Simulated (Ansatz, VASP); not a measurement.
# MgI2: VASP beside Ansatz

Contents of INCAR:

```
PREC     = Accurate       # precision mode
ENCUT    = 520            # plane-wave cutoff, eV
EDIFF    = 1E-7           # SCF threshold, eV
ISMEAR   = 0              # smearing method
SIGMA    = 0.01           # smearing width, eV
LREAL    = False          # projectors in reciprocal space
LASPH    = True           # aspherical terms in the spheres
NELM     = 80             # most SCF steps
ALGO     = Normal         # electronic algorithm
ISIF     = 2              # what is computed and relaxed
LWAVE    = False          # write WAVECAR
LCHARG   = False          # write CHGCAR
GGA      = PS             # functional
NBANDS   = 15             # bands
```

File KPOINTS:

```
Automatic mesh
0
Gamma
  3 3 2
```

Contents of POSCAR:

```
MgI2
1.0
    4.1400000000      0.0000000000      0.0000000000
   -2.0700000000      3.5853450000      0.0000000000
    0.0000000000      0.0000000000      6.8800000000
Mg I
1 2
Direct
    0.0000000000      0.0000000000      0.0000000000
    0.3333333333      0.6666666667      0.2500000000
    0.6666666667      0.3333333333      0.7500000000
```

Input for Ansatz:

```yaml
crystal:
  lattice:
    - [4.14, 0.0, 0.0]
    - [-2.07, 3.585345, 0.0]
    - [0.0, 0.0, 6.88]
  atoms:
    - { symbol: Mg, position: [0.0, 0.0, 0.0] }
    - { symbol: I, position: [0.33333333333333337, 0.6666666666666666, 0.25] }
    - { symbol: I, position: [0.6666666666666666, 0.3333333333333333, 0.75] }
basis:
  ecutwfc: 510.0
kpoints:
  mp_grid:
    grid: [3, 3, 2]
hamiltonian:
  xc: pbesol
scf:
  occupations:
    method: fixed
output:
  eigenvalues: true
```

Alike in both runs: task single point; functional PBEsol; k mesh 3 × 3 × 2; no spin polarisation.

|  | VASP | Ansatz |
| --- | --- | --- |
| version | VASP 6.6.1 | Ansatz 0.2.0 |
| potentials or method | VASP PAW PBE potentials, release 64 (Mg, I) | plane waves, PAW |
| plane-wave cutoff (eV) | 520 | 510 |
| occupations | gaussian, width 0.01 eV | fixed |
| valence electrons in the cell | 16 | 44 |

|  | VASP | Ansatz | Ansatz less VASP |
| --- | --- | --- | --- |
| gap on the k mesh at the Fermi level (eV) | 3.50 | 3.50 | +0.008 |

The two sets of potentials don't hold the same shells in valence.

Caveats: the k mesh is coarse (spacing up to 0.58 Å⁻¹), so the values aren't converged; spin-orbit coupling is left out, which moves the levels of the heavy elements; an odd mesh through Γ misses points on the zone boundary, where band edges often lie. PBEsol gaps usually lie below the measured ones, often by a third to a half.
